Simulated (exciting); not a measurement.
**Al: single point with PBE**

Al:

```xyz
1
Lattice="0.0000 2.0248 2.0248 2.0248 0.0000 2.0248 2.0248 2.0248 0.0000" Properties=species:S:1:pos:R:3 pbc="T T T"
Al    0.0000    0.0000    0.0000
```

```
Program             : exciting (release sodium)
Task                : single point
Functional          : PBE
Potentials or basis : all-electron LAPW+lo, shipped species files, valence relativity iora*
rgkmax              : 7.5
k mesh              : 11 × 11 × 11
Occupations         : gaussian, width 0.021 eV
Spin                : no spin polarisation
```

| Property | Result |
| --- | --- |
| Band gap on the k mesh | none (metal or under the smearing width) |

Levels at points of the mesh, in eV from the Fermi level:
| k point | band 4 | band 5 | band 6 | band 7 | band 8 | band 9 |
| --- | --- | --- | --- | --- | --- | --- |
| (0.00, 0.00, 0.00) | -11.11 | 12.56 | 12.56 | 12.56 | 14.01 | 14.01 |

Run time: 13 s on 1 thread of Arm Neoverse V1 (shared host), peak memory 0.09 GiB.
